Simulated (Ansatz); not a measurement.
Computed with DFT PBE, scalar-relativistic, plane waves, PAW in Ansatz 0.2.0. Settings: cutoff 420 eV, Γ-centred meshes spaced at most about 0.3 Å⁻¹, and about 0.25 Å⁻¹ or finer for metals (2π included), Gaussian smearing. No spin polarisation.

These are static total energies at zero pressure. Both are relaxed sheets, periodic along a and b.

Two relaxed structures of C:

1.

```yaml
crystal:
  periodic: [true, true, false]
  lattice:
    - [4.42796, 0.00000, 0.00000]
    - [0.00000, 2.87700, 0.00000]
    - [0.00000, 0.00000, 26.11959]
  atoms:
    - { symbol: C, position: [0.50000, 0.25000, 0.33524] }
    - { symbol: C, position: [0.50000, 0.75000, 0.33524] }
    - { symbol: C, position: [0.50000, 0.25000, 0.27733] }
    - { symbol: C, position: [0.50000, 0.75000, 0.27733] }
```

2.

```yaml
crystal:
  periodic: [true, true, false]
  lattice:
    - [4.93538, 0.00000, 0.00000]
    - [-2.46769, 4.27416, 0.00000]
    - [0.00000, 0.00000, 23.90711]
  atoms:
    - { symbol: C, position: [0.16335, 0.83168, 0.31387] }
    - { symbol: C, position: [0.66832, 0.33665, 0.31387] }
    - { symbol: C, position: [0.66832, 0.83168, 0.31387] }
    - { symbol: C, position: [0.34182, 0.15818, 0.31387] }
    - { symbol: C, position: [0.34182, 0.68364, 0.31387] }
    - { symbol: C, position: [0.81636, 0.15818, 0.31387] }
    - { symbol: C, position: [0.83333, 0.66667, 0.31387] }
```

Problem. Which form is favoured at zero pressure, and by what margin per atom?

Solution. Cell 2 is lower, by 0.78 eV/atom. Cell 1 has layer group pmmm (No. 37), 3.2 Å²/atom and a gap of 0.12 eV on its mesh; cell 2 has layer group p-6m2 (No. 78), 3.0 Å²/atom and no gap. Counting all near atoms (those within 1.25 times the shortest such distance or 1.15 times the sum of covalent radii, 1.27 where that leaves under three; a slash parts the counts of unlike sites), cell 1 has C 3 and cell 2 has C 2/3. In cell 1, C at height 1.51 Å has 3 C at 1.44–1.51 Å. In cell 2, C at height 0.00 Å has 3 C at 1.40–1.41 Å; C at height 0.00 Å has 2 C at 1.40 Å; C at height 0.00 Å has 3 C at 1.41 Å. Both come from invented guesses. Shaken at random and relaxed again, cell 2 came back. The lowest form computed isn't among them: it has layer group p6/mmm (No. 80), 2.6 Å²/atom and lies 1.02 eV/atom below the best shown.

No dispersion correction is applied, so the spacing and binding between layers, chains or molecules are poorly described (pmmm), and this can change margins and order among such cells. Kohn–Sham gaps at this level usually fall short of measured ones. Cells without such a test can be saddle points. Some structure types and database cells were kept out of the candidates from the start, so a known form may be missing.
